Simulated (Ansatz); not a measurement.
Relaxed bulk BN:

```
CELL_PARAMETERS angstrom
2.50435 0.00000 0.00000
-1.25217 2.16883 0.00000
0.00000 0.00000 7.01909
ATOMIC_POSITIONS crystal
B 0.33333 0.66667 0.25000
B 0.66667 0.33333 0.75000
N 0.33333 0.66667 0.75000
N 0.66667 0.33333 0.25000
```

Miller indices refer to the conventional cell of P6_3/mmc (No. 194), a = 2.504 Å, b = 2.504 Å, c = 7.019 Å, α = 90.00°, β = 90.00°, γ = 120.00°. The bulk's gap is 4.27 eV.

The (001) slab of 3 planes, 7.0 Å thick with 15 Å of vacuum as cut; outer planes BN (top) and BN (bottom).

Theory: DFT PBEsol, scalar-relativistic, plane waves, PAW (Ansatz 0.2.0). Cutoff 420 eV; k points 12×12×1 on the computed 6-atom cell (Γ-centred); Gaussian smearing, width 0.05 eV; no spin polarisation. The cell repeats along c with a dipole correction in the vacuum.

The surface energy is small: either the cut is weakly bound (this functional has no dispersion correction), or the bulk reference is not the lowest structure.

Results for the relaxed slab:

| Property | Result |
| --- | --- |
| Surface energy (mean of both faces) | 0.02 J/m² |
| Gap of the slab on the mesh | 4.36 eV |

Relaxation lowers the energy by 0.000 J/m² a face; the largest move is 0.007 Å.

```tsv
plane (bottom to top)	atoms	spacing to next, bulk (Å)	relaxed (Å)	change (%)	rumpling (Å)
1	BN	3.510	3.516	+0.2	0.003
2	BN	3.510	3.516	+0.2	0.000
3	BN				0.003
```